A mesh that gives the energy of a metal to better than 1 meV per atom should, it seems, give a good pressure too. Pressure is only the slope of the energy with volume, and the same electrons produce both. The table puts this to the test for body-centred cubic tantalum in a density-functional calculation, where only the mesh of k-points changes. Energies are counted from the densest mesh, and the cell is held at a set volume, so the converged pressure need not be zero.

SIRIUS 7.10.0, plane-wave PBE with the JTH 2.0 PAW dataset, without spin polarisation or spin–orbit coupling, for body-centred cubic Ta (one atom per cell, 18.01 Å³). The wave cutoff is 557.289 eV and the Gaussian smearing width 0.05 eV. The sweep value is the k-point mesh, and energies are free energies relative to the 22,22,22 mesh.

| sweep value | energy less tightest (meV/atom) | pressure (GPa) | force miss (eV/Å) |
| --- | --- | --- | --- |
| 4,4,4 | -91.35 | 2.630 | 0.000 |
| 6,6,6 | 83.58 | 5.658 | 0.000 |
| 8,8,8 | -24.65 | 0.412 | 0.000 |
| 10,10,10 | 0.59 | 4.347 | 0.000 |
| 13,13,13 | 0.21 | 3.403 | 0.000 |
| 15,15,15 | 0.09 | 2.148 | 0.000 |
| 19,19,19 | 0.10 | 2.697 | 0.000 |
| 22,22,22 | 0.00 | 2.609 | 0.000 |

The first row already misleads. At 4,4,4 the pressure is 2.63 GPa, almost exactly the 2.61 GPa of the densest mesh, while the energy is 91 meV too low. The agreement in pressure is an accident, and the next two rows expose it: the pressure jumps up by 3 GPa and then down by 5 GPa. A converged value would have stayed where it was.

From 4,4,4 to 8,8,8 the energy misses its final value first from below, then from above, then from below again. The lower energies therefore don't mark better calculations. A coarse mesh replaces an integral over all electron states by a sum over a few samples, and such a sum can err either way. The force offers no warning, because symmetry makes it zero for a single atom per cell on every mesh.

At 10,10,10 the two quantities part company. Compared with 8,8,8, the energy miss shrinks about fortyfold, to 0.59 meV, but the pressure miss shrinks only by a fifth and is still 1.7 GPa. With a bulk modulus of roughly 190 GPa, a recalled value, that corresponds to an error of about 0.9 % in volume. Someone who had watched only the energy would have chosen this mesh once the next one had confirmed it, and a cell relaxed on this mesh could carry an error of about that size in its volume.

A plausible cause lies at the Fermi level, the border between filled and empty states. A state exactly on this border can be filled or empty at no cost in energy, so a mesh that misjudges it does little harm to the energy. The pressure depends on something else: how fast each filled level moves when the cell is compressed. Two states can lie at the same energy and yet move at different rates, and exchanging one for the other then changes the pressure at once. Without smearing, the function summed for the energy has a kink at the Fermi surface and the one for the pressure has a step, and a regular mesh handles a step less well.

The size of the effect can be estimated from the graininess of the mesh. Symmetry ties up to 48 mesh points together, and such a group, called a star, is filled or emptied as a whole. On a mesh with $N$ divisions along each direction, a full star holds $2\cdot 48/N^3$ electrons per atom, the factor 2 counting the spins. If these electrons are placed in states whose levels respond differently to compression, the pressure changes by about

$$\Delta p \approx \frac{2\cdot 48}{N^3}\,\frac{D}{V},$$

where $V$ is the volume per atom and $D$ is the difference in level shift per unit of $\ln V$. For the d states of a transition metal, $D$ should be of the order of 1 eV; this round number is a guess, not a result of the runs.

For 10,10,10 a star holds 96/1000 = 0.096 electrons. With $D$ = 1 eV and $V$ = 18 Å³ this gives 0.0053 eV/Å³, or about 0.85 GPa, half the miss in the table. From 6,6,6 to 19,19,19 the estimate agrees with the size of the miss to within about a factor of two, as the output below the text shows. At 4,4,4 it loses its meaning, since a star of 48 would be most of the 64 mesh points. The estimate gives the scale on which the pressure can scatter, not the error of a particular mesh. Because $D$ was guessed, the agreement makes the picture plausible but doesn't prove it.

The same picture is less successful for the energy. A star misplaced by the smearing width of 0.05 eV should cost about 5 meV at 10,10,10, eight times the miss in the table, whereas on the 6,6,6 and 8,8,8 meshes the estimate is too small. From 13,13,13 to 19,19,19 it is again too large, by factors of 7 to 16, so a lucky cancellation on one mesh can't be the whole reason.

A simpler explanation can be held against the same row. If the mesh error were a fixed fraction of the band energy, it would grow under compression as the d band widens, roughly as $V^{-5/3}$. The pressure miss at 10,10,10 would then be about 0.009 GPa, some 200 times smaller than the one found. If the computed pressures are sound, the energy error must instead change quickly with volume, by about 2 meV for a 1 % expansion, which is more than the whole energy miss at this volume. The same mismatch returns at 13,13,13 and 15,15,15. Three energy errors that are tiny just where they change fast would be a strange coincidence, so a fault in the computed pressures can't be excluded. Energies at a few closely spaced volumes on two of these meshes would test this. The difference between the two slopes should match the difference between the two pressures, while the error from the finite set of plane waves, which also separates slope from pressure, largely cancels.

Between 13,13,13 and 15,15,15 the energy hardly moves, while the pressure passes from 0.8 GPa too high to 0.5 GPa too low. Smearing is meant to soften such jumps by filling states near the Fermi level only in part, but it needs several stars within its reach to average over. With a rough density of states for tantalum, about one full star lies within 0.05 eV of the Fermi level at 10,10,10, and about nine do at 19,19,19. A wider smearing would gather more stars on the same mesh, at the price of an error of its own. An insulator has no partly filled bands, so this source of scatter is absent there.

At 19,19,19 the pressure lies within 0.09 GPa of the densest mesh. One star on that densest mesh is itself worth about 0.08 GPa in the estimate, so the reference may be uncertain by as much as the difference being judged. An accuracy of 0.1 GPa is therefore plausible here but not yet secured.

The practical rule is to converge the quantity that will be used, and to accept a mesh only after two successive refinements have each changed it by less than the tolerance. For a tolerance of 0.1 GPa, only the last refinement in this table passes, so at least one denser mesh is still needed.

Numerical output:

```
Misses against the densest mesh:
       row  energy miss meV  pressure miss GPa  pressure step from previous mesh GPa  uniform scaling estimate GPa  energy error change per 1% expansion meV
     4,4,4           -91.35              0.021                                   n/a                        -1.354                                  -0.02361
     6,6,6            83.58              3.049                                 3.028                         1.239                                    -3.427
     8,8,8           -24.65             -2.197                                -5.246                       -0.3655                                      2.47
  10,10,10             0.59              1.738                                 3.935                      0.008748                                    -1.954
  13,13,13             0.21              0.794                                -0.944                      0.003114                                   -0.8925
  15,15,15             0.09             -0.461                                -1.255                      0.001334                                    0.5182
  19,19,19              0.1              0.088                                 0.549                      0.001483                                  -0.09892
  22,22,22                0                  0                                -0.088                             0                                         0
One star of mesh points:
       row  electrons per atom  pressure estimate GPa  energy estimate meV  full stars within 0.05 eV of Fermi level
     4,4,4                 1.5                  13.34                   75                                   0.08667
     6,6,6              0.4444                  3.954                22.22                                    0.2925
     8,8,8              0.1875                  1.668                9.375                                    0.6933
  10,10,10               0.096                  0.854                  4.8                                     1.354
  13,13,13              0.0437                 0.3887                2.185                                     2.975
  15,15,15             0.02844                  0.253                1.422                                      4.57
  19,19,19               0.014                 0.1245               0.6998                                     9.288
  22,22,22            0.009016                 0.0802               0.4508                                     14.42
Energy miss at 8,8,8 over that at 10,10,10 (sizes): 41.78
Pressure miss at 8,8,8 over that at 10,10,10 (sizes): 1.264
Pressure miss over uniform scaling estimate at 10,10,10: 198.7
Smallest ratio of pressure miss to star estimate from 6,6,6 to 19,19,19: 0.7068
Largest ratio of pressure miss to star estimate from 6,6,6 to 19,19,19: 2.043
Star energy estimate over energy miss at 10,10,10: 8.136
Volume error matching the pressure miss at 10,10,10 in percent: 0.9147
```
